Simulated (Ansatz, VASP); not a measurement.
Two plane-wave programs on SiC

```xyz
4
Lattice="3.0760 0.0000 0.0000 -1.5380 2.6639 0.0000 0.0000 0.0000 5.0480" Properties=species:S:1:pos:R:3 pbc="T T T"
Si    0.0000    1.7759    0.0000
Si    1.5380    0.8880    2.5240
C     0.0000    1.7759    1.9435
C     1.5380    0.8880    4.4675
```

Alike in both runs: task single point; functional PBE; k mesh 6 × 6 × 4; occupations gaussian, width 0.1 eV; no spin polarisation.

|  | VASP | Ansatz |
| --- | --- | --- |
| version | VASP 6.6.1 | Ansatz 0.2.0 |
| potentials or method | VASP PAW PBE potentials, release 64 (Si, C) | scalar-relativistic, plane waves, PAW |
| plane-wave cutoff (eV) | 520 | 420 |
| valence electrons in the cell | 16 | 16 |

```csv
,VASP,Ansatz,Ansatz less VASP
gap on the k mesh at the Fermi level (eV),2.32,2.32,+0.002
least direct gap on the mesh (eV),4.07,4.08,+0.004
pressure (GPa),3.6,3.7,+0.06
largest component of the traceless stress (GPa),3.32,3.34,+0.018
rms of the force components (eV/Å),0.430,0.430,0.0000
```

Atom by atom the forces differ by 0.000 eV/Å (rms over components). The functional is the same, so the differences come from potentials, cutoffs and numerics.

A k mesh can miss the band edges.
